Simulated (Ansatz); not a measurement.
**NiAs-type NiO**

The computed numbers are results of PBEsol, scalar-relativistic (collinear spin) in the plane-wave PAW code Ansatz at 420 eV, 12×12×8 k-mesh, Gaussian smearing of 0.05 eV. The datasets are Ansatz's generated set soft_2.

```xyz
4
Lattice="2.8200 0.0000 0.0000 -1.4100 2.4422 0.0000 0.0000 0.0000 5.0028" Properties=species:S:1:pos:R:3 pbc="T T T"
Ni    0.0000    0.0000    0.0000
Ni    0.0000    0.0000    2.5014
O     0.0000    1.6281    1.2507
O     1.4100    0.8141    3.7521
```

This is a trial structure; measured cells of the compound in the Crystallography Open Database are in space group Fm-3m (rock salt).

Magnetic state: weakly polarised, site spin moments Ni -0.08 μB.

The cell has space group P6_3/mmc (read at 0.01 Å). In it the stress is 0.00, 0.00, 0.01, 0.00, 0.00, 0.00 GPa and the largest force component 0.000 eV/Å. Each change below starts from this cell, without further relaxation. Stress is in GPa, positive in compression, in the order xx, yy, zz, yz, xz, xy; energies are counted from the cell above and are free energies with the smearing's entropy, which match forces and stress in a metal.

Q: What happens when atom 4 (O) is moved by 0.05 Å along y?

A: The energy changes by 4.4 meV per cell, and the force on it along the shift is -0.182 eV/Å (−F/u = 3.63 eV/Å²). Stress: 0.56, -0.30, 0.12, 0.00, 0.00, 0.00.
```
atom  Fx (eV/Å)      Fy      Fz
 Ni1      0.000   0.114   0.008
 Ni2      0.000   0.114  -0.008
  O3      0.000  -0.046   0.000
  O4      0.000  -0.182   0.000
```
In a harmonic crystal the energy would rise by −½F·u = ½ × 3.63 × 0.05² eV = 4.5 meV, which matches.

The run wasn't fully tested for a lower electronic state. So small a moment in a metal hangs on mesh and smearing, and semilocal functionals can overstate it, so the real crystal may have none. Site moments are of spin, integrated over atomic spheres. Compounds of this kind are often insulators, so the metal found may come from the functional, which lacks a U or exact exchange, or from the structure.
